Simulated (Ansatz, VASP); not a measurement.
**BaZrO3 in VASP and in Ansatz**

Contents of INCAR:

```
ALGO = Normal ; EDIFF = 1E-7
ENCUT = 520 ; GGA = PE
ISIF = 2 ; ISMEAR = 0
LASPH = True ; LCHARG = False
LREAL = False ; LWAVE = False
NBANDS = 28 ; NELM = 100
PREC = Accurate ; SIGMA = 0.02
```

File KPOINTS:

```
k-points
0
Gamma
  6 6 6
```

File POSCAR:

```
BaZrO3
1.0
    4.2274555588      0.0000000000      0.0000000000
    0.0000000000      4.2274555588      0.0000000000
    0.0000000000      0.0000000000      4.2274555588
Ba Zr O
1 1 3
Direct
    0.5000000000      0.5000000000      0.5000000000
    0.0000000000      0.0000000000      0.0000000000
    0.5000000000      0.0000000000      0.0000000000
    0.0000000000      0.5000000000      0.0000000000
    0.0000000000      0.0000000000      0.5000000000
```

Input for Ansatz:

```yaml
crystal:
  lattice:
    - [4.2274555943, 0.0, 0.0]
    - [0.0, 4.2274555943, 0.0]
    - [0.0, 0.0, 4.2274555943]
  atoms:
    - { symbol: Ba, position: [0.5, 0.5, 0.5] }
    - { symbol: Zr, position: [0.0, 0.0, 0.0] }
    - { symbol: O, position: [0.5, 0.0, 0.0] }
    - { symbol: O, position: [0.0, 0.5, 0.0] }
    - { symbol: O, position: [0.0, 0.0, 0.5] }
basis:
  ecutwfc: 420
kpoints:
  mp_grid: { grid: [6, 6, 6] }
  band_path: { path: [VBM, CBM], npoints: 2 }
hamiltonian:
  xc: pbe
scf:
  occupations: { method: gaussian, width: 0.02 }
output:
  forces: false
  stress: false
  eigenvalues: true
checkpoint:
  read: start.run
  write: ck
  compress: false
  write_wavefunctions: false
  write_every: 100000
```

Alike in both runs: task single point; functional PBE; k mesh 6 × 6 × 6; occupations gaussian, width 0.02 eV; no spin polarisation.

|  | VASP | Ansatz |
| --- | --- | --- |
| version | VASP 6.6.1 | Ansatz 0.2.0 |
| potentials or method | VASP PAW PBE potentials, release 64 (Ba_sv, Zr_sv, O) | scalar-relativistic, plane waves, PAW |
| plane-wave cutoff (eV) | 520 | 420 |
| valence electrons in the cell | 40 | 40 |

|  | VASP | Ansatz | Ansatz less VASP |
| --- | --- | --- | --- |
| gap on the k mesh at the Fermi level (eV) | 3.13 | 3.18 | +0.047 |
| least direct gap on the mesh (eV) | 3.38 | 3.40 | +0.020 |

Caveats: spin-orbit coupling is left out, which moves the levels of the heavy elements. A k mesh can miss the band edges. A hybrid or GW would open this gap; PBE tends to underestimate it.
